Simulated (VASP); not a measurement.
Wanted: the native input for a VASP 6.6.1 run.

| Item | Value |
| --- | --- |
| Task | density of states |
| Functional | SCAN |
| Potentials or basis | VASP PAW PBE potentials, release 64 (Ti_sv, O) |
| Cutoff | 520 eV |
| k mesh | 10 × 10 × 8 |
| Occupations | tetrahedron |
| Spin | no spin polarisation |
| Further INCAR settings | ALGO = Normal; EDIFF = 1e-06; NBANDS = 16 |

The structure of TiO lies in TiO.cif:

```cif
data_TiO
_cell_length_a 3.03100000
_cell_length_b 3.03100000
_cell_length_c 3.23770000
_cell_angle_alpha 90.00000000
_cell_angle_beta 90.00000000
_cell_angle_gamma 120.00000000
_space_group_name_H-M_alt 'P-6m2'
_space_group_name_Hall 'P -6 2'
_space_group_IT_number 187
loop_
_space_group_symop_operation_xyz
'x,y,z'
'-x+y,-x,-z'
'-y,x-y,z'
'x,y,-z'
'-x+y,-x,z'
'-y,x-y,-z'
'-y,-x,-z'
'x,x-y,z'
'-x+y,y,-z'
'-y,-x,z'
'x,x-y,-z'
'-x+y,y,z'
loop_
_atom_site_label
_atom_site_type_symbol
_atom_site_symmetry_multiplicity
_atom_site_Wyckoff_symbol
_atom_site_fract_x
_atom_site_fract_y
_atom_site_fract_z
_atom_site_occupancy
Ti1 Ti 1 e 0.6666666667 0.3333333333 0.0000000000 1
O1 O 1 b 0.0000000000 0.0000000000 0.5000000000 1
```

The structure of TiO lies in POSCAR:

```
Ti O 
 1.0000000000000000
     3.0310000000000001    0.0000000000000000    0.0000000000000000
    -1.5154999999999994    2.6249229988706340    0.0000000000000000
     0.0000000000000000    0.0000000000000000    3.2376999999999998
 Ti  O  
   1   1
Cartesian
  1.5155000001515502  0.8749743328693805  0.0000000000000000
  0.0000000000000000  0.0000000000000000  1.6188499999999997
```

These files were run (other wordings do the same):

INCAR

```
  PREC = Accurate
  ENCUT = 520
  EDIFF = 1E-6
  ISMEAR = -5
  SIGMA = 0.05
  LREAL = F
  LASPH = T
  NELM = 80
  ALGO = Normal
  ISIF = 2
  LWAVE = F
  LCHARG = F
  LMAXMIX = 4
  METAGGA = SCAN
  LMIXTAU = T
  LORBIT = 11
  NBANDS = 16
  NEDOS = 2001
```

KPOINTS

```
Automatic mesh
0
Gamma
  10 10 8
```

Potentials or basis: VASP PAW PBE potentials, release 64 (Ti_sv, O).

Run with:

```console
$ ase convert -i cif -o vasp TiO.cif POSCAR
$ cat potpaw_PBE.64/Ti_sv/POTCAR potpaw_PBE.64/O/POTCAR > POTCAR
$ mpirun -np 1 vasp_std > vasp.out
```

Results of the run:

```
Pressure                                              : -39.8 GPa
Band gap on the k mesh                                : 0.17 eV, direct
Valence electrons inside the program's atomic spheres : Ti 9.98; O 4.94
```

Caveat: a pressure of tens of GPa on the cell as given is suspect, and the run, the potentials or the cell itself is likely at fault; the PAW data sets were made with another functional, which shifts forces and pressure a little.

Wall time 81 s on 1 thread of AMD EPYC 9R45 (Zen 5), on a shared host, peak memory 0.13 GiB.
